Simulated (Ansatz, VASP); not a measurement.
**C in VASP and in Ansatz**

```
C
1.0
     0.00000    1.83246    1.78012
     1.83246    0.00000    1.78012
     1.83246    1.83246    0.00000
C
2
Direct
  0.00000 0.00000 0.00000
  0.25000 0.25000 0.25000
```

Change from the starting cell: biaxial_xy strain +2.9%.

Alike in both runs: task single point; functional PBE; k mesh 12 × 12 × 12; occupations fermi-dirac, width 0.02 eV; no spin polarisation.

|  | VASP | Ansatz |
| --- | --- | --- |
| version | VASP 6.6.1 | Ansatz 0.2.0 |
| potentials or method | VASP PAW PBE potentials, release 64 (C) | plane waves, PAW |
| plane-wave cutoff (eV) | 520 | 420 |
| valence electrons in the cell | 8 | 8 |

```csv
,VASP,Ansatz,Ansatz less VASP
gap on the k mesh at the Fermi level (eV),3.33,3.34,+0.010
pressure (GPa),-18.6,-19.1,-0.48
largest component of the traceless stress (GPa),16.46,16.46,-0.001
```

Caveats: so large a pressure means that the cell lies far from this level's equilibrium, or that cutoff or potentials fall short (VASP). A k mesh can miss the band edges.
